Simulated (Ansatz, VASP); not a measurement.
Given: the input of a run of Ansatz 0.2.0 on BAs.

input.yaml

```yaml
crystal:
  lattice:
    - [0.0, 2.4353452264, 2.4353452264]
    - [2.4353452264, 0.0, 2.4353452264]
    - [2.4353452264, 2.4353452264, 0.0]
  atoms:
    - { symbol: As, position: [0.75, 0.75, 0.75] }
    - { symbol: B, position: [0.0, 0.0, 0.0] }
kpoints:
  mp_grid: { grid: [10, 10, 10] }
scf:
  occupations: { method: fermi_dirac, width: 0.05 }
hamiltonian:
  xc: pbe
  pseudopotentials: { kind: all_electron, lapw: { basis_error: 0.0005 } }
output:
  forces: true
  stress: true
  eigenvalues: true
```

Potentials or basis: all-electron LAPW, scalar-relativistic.

The run is started by

```sh
$ ansatz run input.yaml --threads 1 --pin off --max-ram 2560MiB --backend cpu --events-out ev --progress --plain --runs-dir out
```

Translate it to VASP 6.6.1. Potentials there: VASP PAW PBE potentials, release 64 (As, B).

As run (the cutoff follows the program's own potentials):

INCAR

```
SYSTEM = BAs
ALGO = Normal ; EDIFF = 1E-7
ENCUT = 520 ; GGA = PE
ISIF = 2 ; ISMEAR = -1
LASPH = .TRUE. ; LCHARG = .FALSE.
LREAL = .FALSE. ; LWAVE = .FALSE.
NBANDS = 11 ; NELM = 80
PREC = Accurate ; SIGMA = 0.05
```

The input KPOINTS:

```
k-points
0
G
  10 10 10
  0 0 0
```

File POSCAR:

```
BAs
1.0
    0.0000000000      2.4353452264      2.4353452264
    2.4353452264      0.0000000000      2.4353452264
    2.4353452264      2.4353452264      0.0000000000
As B
1 1
Direct
    0.7500000000      0.7500000000      0.7500000000
    0.0000000000      0.0000000000      0.0000000000
```

Potentials or basis: VASP PAW PBE potentials, release 64 (As, B).

The run is started by

```sh
$ cat potpaw_PBE.64/As/POTCAR potpaw_PBE.64/B/POTCAR > POTCAR
$ mpirun -np 1 vasp_std > vasp.out
```

Both were run:

|  | VASP | Ansatz | Ansatz less VASP |
| --- | --- | --- | --- |
| gap on the k mesh at the Fermi level (eV) | 1.23 | 1.24 | +0.010 |
| least direct gap on the mesh (eV) | 3.21 | 3.21 | +0.007 |
| pressure (GPa) | -4.1 | -4.7 | -0.52 |

Ansatz ran all-electron here, so the differences hold the error of VASP's frozen core and of both bases.

A k mesh can miss the band edges.
